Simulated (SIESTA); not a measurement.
PbO2:

```
CELL_PARAMETERS angstrom
4.99496 0.00000 0.00000
0.00000 4.99496 0.00000
0.00000 0.00000 3.40900
ATOMIC_POSITIONS crystal
Pb 0.50000 0.50000 0.50000
Pb 0.00000 0.00000 0.00000
O 0.69257 0.69257 0.00000
O 0.80743 0.19257 0.50000
O 0.19257 0.80743 0.50000
O 0.30743 0.30743 0.00000
```

The cell is a database's computed one.

Base run:

| Item | Value |
| --- | --- |
| Program | SIESTA 5.4.2 |
| Functional | PBE |
| Potentials or basis | PseudoDojo 0.4 standard (PBE files) |
| Basis | DZP (energy shift 0.003 Ry; two zetas on semicore shells) |
| Grid cutoff | 800 Ry |
| Energy shift | 0.003 Ry |
| k mesh | 6 × 6 × 8 |
| Occupations | fermi-dirac, width 0.05 eV |
| Spin | no spin polarisation |

Its results: band gap on the k mesh none (metal or under the smearing width); pressure 11.5 GPa; largest force 0.042 eV/Å.

Task: The run is repeated on the same cell with these changes: functional from PBE to LDA; potentials or basis from PseudoDojo 0.4 standard (PBE files) to PseudoDojo 0.4 standard (LDA files). What comes out?

Result: Band gap on the k mesh none (metal or under the smearing width); pressure 1.4 GPa; largest force 0.055 eV/Å.

Caveats: spin-orbit coupling is left out, which moves the levels of the heavy elements; the basis of atomic orbitals isn't converged, which shifts pressures, moduli and gaps.
